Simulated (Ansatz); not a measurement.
**How settings move the results for InSe**

```
In Se
1.0
     2.00000    1.15470    8.31667
    -2.00000    1.15470    8.31667
     0.00000   -2.30940    8.31667
In Se
2 2
Direct
  0.00000 0.00000 0.00000
  0.11220 0.11220 0.11220
  0.61550 0.61550 0.61550
  0.83000 0.83000 0.83000
```

Atoms are numbered in the order listed.

The cell is COD entry 1534648, which may be a prediction rather than a measurement; nothing was relaxed.

Spin–orbit coupling is left out, though it moves levels of the heavy atoms by tenths of an eV or more.

All numbers below come from DFT, PBE, all-electron LAPW, scalar-relativistic (Ansatz 0.2.0).

Numerical set-up: a Γ-centred 7×7×7 k mesh, Fermi–Dirac smearing of 0.01 eV, basis error target 1 meV/atom, no spin polarisation. One setting is then changed at a time.

| filling | energy at zero smearing less the base's (meV/atom) | P (GPa) | cutoff chosen (eV) |
| --- | --- | --- | --- |
| Fermi–Dirac 0.01 eV (base) | 0.0 | 2.91 | 272 |
| tetrahedron | 0.0 | – | 272 |
| cold 0.15 eV | 0.0 | 2.91 | 272 |
| Gaussian 0.2 eV | 0.0 | 2.91 | 272 |
| Fermi–Dirac 0.15 eV | 0.3 | 2.92 | 272 |
| Fermi–Dirac 0.28 eV | ? | ? | 272 |

Task: Fill in "P (GPa)" for the row "Fermi–Dirac 0.28 eV".

Result: 2.97.

Task: Fill in "energy at zero smearing less the base's (meV/atom)" for the row "Fermi–Dirac 0.28 eV".

Result: 4.7.
